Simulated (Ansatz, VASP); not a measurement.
One calculation of ZnO, two programs

INCAR

```
SYSTEM = ZnO
PREC = Accurate
ENCUT = 600
EDIFF = 1E-6
ISMEAR = 0
SIGMA = 0.1
LREAL = .False.
LASPH = .True.
NELM = 60
ALGO = Normal
ISIF = 3
LWAVE = .False.
LCHARG = .False.
GGA = PE
IBRION = 2
NSW = 90
EDIFFG = -0.04
```

KPOINTS

```
Automatic mesh
0
Gamma
  6 6 6
  0 0 0
```

POSCAR

```
ZnO
1.0
    2.8490538000      0.0000000000      0.0000000000
   -1.4245269000      2.4673529700      0.0000000000
    0.0000000000      0.0000000000      3.4493416100
Zn O
1 1
Direct
    0.0000000000      0.0000000000      0.0000000000
    0.0000000000      0.0000000000      0.5000000000
```

Input for Ansatz:

```yaml
crystal:
  lattice:
    - [2.8490538, 0.0, 0.0]
    - [-1.4245269, 2.46735297, 0.0]
    - [0.0, 0.0, 3.44934161]
  atoms:
    - { symbol: Zn, position: [0.0, 0.0, 0.0] }
    - { symbol: O, position: [0.0, 0.0, 0.5] }
basis:
  ecutwfc: 420
kpoints:
  mp_grid: { grid: [6, 6, 6] }
hamiltonian:
  xc: pbe
scf:
  occupations: { method: gaussian, width: 0.1 }
  lower_state_search: "off"
output:
  forces: true
  stress: true
  eigenvalues: true
relax:
  adjacent_minimum: "off"
  f_tol: 0.04
  max_steps: 70
  cell: { stress_tol: 0.4 }
```

Alike in both runs: task relaxation of cell and atoms; functional PBE; k mesh 6 × 6 × 6; occupations gaussian, width 0.1 eV; no spin polarisation.

```csv
,VASP,Ansatz
version,VASP 6.6.1,Ansatz 0.2.0
potentials or method,"VASP PAW PBE potentials, release 64 (Zn, O)","scalar-relativistic, plane waves, PAW"
plane-wave cutoff (eV),600,420
valence electrons in the cell,18,18
```

|  | VASP | Ansatz | Ansatz less VASP |
| --- | --- | --- | --- |
| gap on the k mesh at the Fermi level, each at its own relaxed structure (eV) | 0.30 | 1.38 | +1.084 |
| relaxed volume (Å³/atom) | 18.76 | 28.16 | +9.397 |
| relaxed cell length with the largest relative difference (Å) | 3.539 | 4.338 | +0.7995 |
| energy change over the relaxation (meV/atom) | -331 | -418 | -87.0 |

One of these differences is far larger than is usual between the two programs; its cause wasn't traced.

Caveats: the k mesh is coarse (spacing up to 0.42 Å⁻¹), so the values aren't converged; the volume moved by over 15 % at a fixed basis, so the end points are rough (VASP).
